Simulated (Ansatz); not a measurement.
Be2C (Fm-3m) from a database of computed structures, relaxed with r2SCAN: the symmetry is Fm-3m (No. 225, cubic); a = 4.321 Å in the conventional setting, 6.72 Å³ an atom. Be is surrounded by 4 C at 1.87 Å; C is surrounded by 8 Be at 1.87 Å. One-shot G0W0@PBE in the PAW code Ansatz on an 8×8×8 mesh (contour deformation, no spin-orbit coupling), from a PBE gap of 1.173 eV over the mesh points (the G0W0 gap is indirect on the mesh); the number N of bands summed and the screening cutoff rise together. Calculated for a static, non-magnetic cell.

```csv
N,cutoff (eV),1000/N,G0W0 gap (eV)
64,120,15.625,1.866
153,220,6.536,2.004
```

Problem. Lay a straight line in 1000/N through these rows.

Solution. The slope is -0.0152 eV per unit of 1000/N and the intercept 2.103 eV.

Problem. Predict the gap at N = 278 (300 eV).

Solution. 2.103 + (-0.0152) × 3.597 = 2.048 eV; the run gives 2.045 eV, -0.003 eV from the line.

Problem. With that run's result added, what limit do the last two rows suggest?

Solution. Their slope is (2.045 − 2.004)/(3.597 − 6.536) = -0.0140, which meets 1/N = 0 at 2.10 eV, against 2.103 eV from the first line. The two lines nearly agree; the k mesh isn't extrapolated.
